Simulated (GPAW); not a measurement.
Set up this calculation in GPAW 26.7.0, as an ASE script.

```yaml
Task: relaxation of cell and atoms
Functional: PBEsol
Dispersion: D4
Potentials_or_basis: PAW data sets generated in the run's folder for this functional
Cutoff: 600 eV
Basis: pw
k_mesh: 8 × 8 × 8
Occupations: fermi-dirac, width 0.05 eV
Spin: no spin polarisation
Maxiter: 150
Optimizer: LBFGS
Fmax: 0.02 eV/Å
Max_steps: 100
Convergence: density=1e-05 forces=0.0001
```

Crystal: InP.

```xyz
2
Lattice="0.0000 2.9305 2.9305 2.9305 0.0000 2.9305 2.9305 2.9305 0.0000" Properties=species:S:1:pos:R:3 pbc="T T T"
In    0.0000    0.0000    0.0000
P     4.3957    4.3957    4.3957
```

One way to write it, as run:

run.py

```python
from ase import Atoms
from ase.calculators.mixing import SumCalculator
from ase.filters import FrechetCellFilter
from ase.io import write
from ase.optimize import LBFGS
from dftd4.ase import DFTD4
from gpaw import GPAW, PW, setup_paths

setup_paths.insert(0, '.')

atoms = Atoms(['In', 'P'],
              cell=[[0.0, 2.9305, 2.9305],
                    [2.9305, 0.0, 2.9305],
                    [2.9305, 2.9305, 0.0]],
              scaled_positions=[[0.0, 0.0, 0.0],
                                [0.75, 0.75, 0.75]],
              pbc=True)

calc = GPAW(mode=PW(600),
            xc='PBEsol',
            kpts={'size': (8, 8, 8), 'gamma': True},
            occupations={'name': 'fermi-dirac', 'width': 0.05},
            nbands=18,
            convergence={'density': 1e-05, 'forces': 0.0001},
            maxiter=150,
            txt='gpaw.txt')
atoms.calc = SumCalculator([calc, DFTD4(method='pbesol')])
opt = LBFGS(FrechetCellFilter(atoms), trajectory='relax.traj', logfile='-')
done = opt.run(fmax=0.02, steps=100)
calc.write('gs.gpw')
write('result.traj', atoms)
print('Converged:', done)
print('Cell:', atoms.cell.cellpar().round(4))
print('Volume:', round(atoms.get_volume(), 4))
print(atoms.get_scaled_positions().round(5))
```

Potentials or basis: PAW data sets generated in the run's folder for this functional, pw.

Run with:

```bash
$ gpaw-setup -f PBEsol In P
$ OMP_NUM_THREADS=1 python run.py
```

Results of the run:

| Item | Value |
| --- | --- |
| Relaxed volume | 24.86 Å³/atom |
| Relaxed cell | a = 4.127 Å, b = 4.127 Å, c = 4.127 Å, α = 60.00°, β = 60.00°, γ = 60.00° |
| Space group after relaxing (to 0.05 Å) | F-43m (No. 216) |
| Energy gained by relaxing | 0.7 meV/atom |
| Ionic steps | 3 |
| Pressure after relaxing | 0.0 GPa |
| Band gap on the k mesh | 0.68 eV, direct |
| Dispersion energy per atom | -0.200 eV |

Caveat: later steps reuse the first step's grids; spin-orbit coupling is left out, which moves the levels of the heavy elements.

Run time: 87 s on 1 thread of Arm Neoverse V1, on a shared host, peak memory 0.25 GiB.
